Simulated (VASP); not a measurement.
Input of a VASP 6.6.1 run:

Contents of INCAR:

```
SYSTEM = BeTe
  PREC = Accurate
  ENCUT = 520
  EDIFF = 1E-7
  ISMEAR = 0
  SIGMA = 0.02
  LREAL = .False.
  LASPH = .True.
  NELM = 100
  ALGO = Normal
  ISIF = 2
  LWAVE = .False.
  LCHARG = .True.
  METAGGA = R2SCAN
  LMIXTAU = .True.
  LVHAR = .True.
```

KPOINTS

```
Automatic mesh
0
Gamma
  10 10 10
  0 0 0
```

The input POSCAR:

```
BeTe                                    
1.0
    0.0000000000      2.8312184032      2.8312184032
    2.8312184032      0.0000000000      2.8312184032
    2.8312184032      2.8312184032      0.0000000000
  Be              Te            
     1     1
Direct
     0.0000000000000000    0.0000000000000000    0.0000000000000000
     0.2500000000000000    0.2500000000000000    0.2500000000000000
```

Potentials or basis: VASP PAW PBE potentials, release 64 (Be, Te).

Run with:

```bash
$ cat potpaw_PBE.64/Be/POTCAR potpaw_PBE.64/Te/POTCAR > POTCAR
$ mpirun -np 1 vasp_std > vasp.out
```

(1) Estimate the band gap on the k mesh.

(2) Predict the pressure.

Results:

(1) 2.37 eV, indirect (least direct gap 4.03 eV).

(2) 0.0 GPa.

Caveat: the PAW data sets were made with another functional, which shifts forces and pressure a little; spin-orbit coupling is left out, which moves the levels of the heavy elements.
